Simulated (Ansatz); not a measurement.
Runs of Ansatz 0.2.0 on Co. It takes space group P6_3/mmc (No. 194, hexagonal). Conventional cell: a = 2.472 Å, b = 2.472 Å, c = 4.021 Å, α = 90.00°, β = 90.00°, γ = 120.00°. Around Co (site symmetry -6m2) lie 12 Co at 2.47 Å. 

```csv
task,level,cell,cutoff (eV),pressure (GPa),moment (μB),relaxed volume (Å³/atom)
band structure,RPBE,as given,315,10.8,3.24,-
relaxation of cell and atoms,PBEsol,relaxed,-,0.0,3.13,10.36
relaxation of cell and atoms,BLYP,relaxed,-,0.0,3.27,(b)
relaxation of cell and atoms,BLYP+D4,relaxed,-,0.0,3.15,10.71
relaxation of cell and atoms,RPBE,relaxed,-,0.0,3.32,11.18
relaxation of cell and atoms,RPBE+D4,relaxed,-,0.0,(c),10.56
band structure,PBEsol,as given,315,-5.8,3.20,-
relaxation of cell and atoms,revPBE+D4,relaxed,-,0.0,(a),10.55
```

Alike in all rows: potentials or basis all-electron LAPW, scalar-relativistic; spin collinear, ferromagnetic start; k mesh 12 × 12 × 7; smearing fermi-dirac 0.05 eV; basis error allowed 0.001 eV/atom.

Q: Fill in the values left out.

A: (a) 3.22; (b) 11.36; (c) 3.23.

Runs at the PBE level aren't shown here.
